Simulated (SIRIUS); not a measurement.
## ZrN under changes of volume

One of the cells (12.410 Å³/atom); the others are scaled copies at fixed shape and fractional positions:

```
Zr N
1.0
     0.00000    2.31523    2.31523
     2.31523    0.00000    2.31523
     2.31523    2.31523    0.00000
Zr N
1 1
Direct
  0.50000 0.50000 0.50000
  0.00000 0.00000 0.00000
```

| Property | Result |
| --- | --- |
| Program | SIRIUS 7.10.0 |
| Functional | PBEsol |
| Potentials or basis | PseudoDojo 0.4.1 PBEsol standard (scalar relativistic) |
| Cutoff | 1152 eV |
| Density cutoff | 4606 eV |
| k mesh | 10 × 10 × 10 |
| Occupations | fermi-dirac, width 0.05 eV |
| Spin | no spin polarisation |

```csv
volume (Å³/atom),energy over the lowest point (meV/atom),pressure (GPa)
11.437,?,?
11.680,0.11,2.9
11.924,0.00,-2.6
12.410,22.87,-12.1
12.654,44.28,-16.0
12.897,71.42,-19.6
```

Task: What does the run at 11.437 Å³/atom give?

Result: Energy over the lowest point 9.10 meV/atom; pressure 9.1 GPa.

Worked out: A Birch-Murnaghan fit of order 3 (a polynomial in V^(-2/3)) to the other rows has its minimum at 11.80 Å³/atom with B0 = V·E''(V) = 268 GPa and B' = 4.3. It gives 9.07 meV/atom at 11.437 Å³/atom, against the run's 9.10, and -dE/dV = 9.1 GPa, against 9.1.

Energies are extrapolated to zero smearing.
